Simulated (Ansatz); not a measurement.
# Ag2O: the cost of one run

Program: Ansatz 0.2.0. Level of theory: DFT PBE, scalar-relativistic, plane waves, PAW. These are calculated values, not measurements.

### 1 The structure to begin with

The structure is cubic, space group Pn-3m (No. 224). The conventional cell has a = 4.812 Å, b = 4.812 Å, c = 4.812 Å, α = 90.00°, β = 90.00°, γ = 90.00°. Ag (site symmetry -3m) has 2 O at 2.08 Å as nearest neighbours. O (site symmetry -43m) is surrounded by 4 Ag at 2.08 Å.

As a file:

```cif
data_structure
_symmetry_space_group_name_H-M 'P 1'
_symmetry_Int_Tables_number 1
_cell_length_a 4.8125
_cell_length_b 4.8125
_cell_length_c 4.8125
_cell_angle_alpha 90.000
_cell_angle_beta 90.000
_cell_angle_gamma 90.000
_cell_volume 111.46
loop_
_atom_site_label
_atom_site_type_symbol
_atom_site_fract_x
_atom_site_fract_y
_atom_site_fract_z
_atom_site_occupancy
Ag1 Ag 0.75000 0.75000 0.75000 1
Ag2 Ag 0.75000 0.25000 0.25000 1
Ag3 Ag 0.25000 0.25000 0.75000 1
Ag4 Ag 0.25000 0.75000 0.25000 1
O1 O 0.00000 0.00000 0.00000 1
O2 O 0.50000 0.50000 0.50000 1
```

It is the end of an earlier relaxation with the same method, from a distorted copy of a database structure. At a tolerance of 0.05 Å it has space group Pn-3m (No. 224); it has 18.58 Å³/atom, an uncorrected energy of -0.09 eV/atom over the elements.

### 2 Electronic structure at the relaxed geometry

The input, input.yaml:

```yaml
crystal:
  lattice:
    - [4.8124857864, 0.0, 0.0]
    - [0.0, 4.8124857864, 0.0]
    - [0.0, 0.0, 4.8124857864]
  atoms:
    - { symbol: Ag, position: [0.75, 0.75, 0.75] }
    - { symbol: Ag, position: [0.75, 0.25, 0.25] }
    - { symbol: Ag, position: [0.25, 0.25, 0.75] }
    - { symbol: Ag, position: [0.25, 0.75, 0.25] }
    - { symbol: O, position: [0.0, 0.0, 0.0] }
    - { symbol: O, position: [0.5, 0.5, 0.5] }
basis:
  ecutwfc: 420
kpoints:
  mp_grid: { grid: [8, 8, 8] }
  band_path:
    path:
      - [[0.0, 0.0, 0.0], [0.0, 0.5, 0.0], [0.5, 0.5, 0.0], [0.0, 0.0, 0.0], [0.5, 0.5, 0.5], [0.0, 0.5, 0.0]]
      - [[0.5, 0.5, 0.5], [0.5, 0.5, 0.0]]
    npoints: 14
hamiltonian:
  xc: pbe
scf:
  occupations: { method: gaussian, width: 0.1 }
  n_extra_bands: 15
output:
  forces: true
  stress: true
  eigenvalues: true
  populations: true
  dos: { projected: true, de: 0.02, nscf_kmesh: { grid: [10, 10, 10] } }
  bader: true
  write_density: true
  write_potential: true
  elf: true
  volumetric_format: npy
```

On the command line:

```bash
ansatz run input.yaml --threads 1 --pin off --max-ram 2048MiB --backend cpu --events-out ev --progress --plain --runs-dir out
```

Q: Estimate wall time and peak memory on 1 thread of Arm Neoverse V1, shared host.

About 84 s, with a peak of 0.56 GiB.
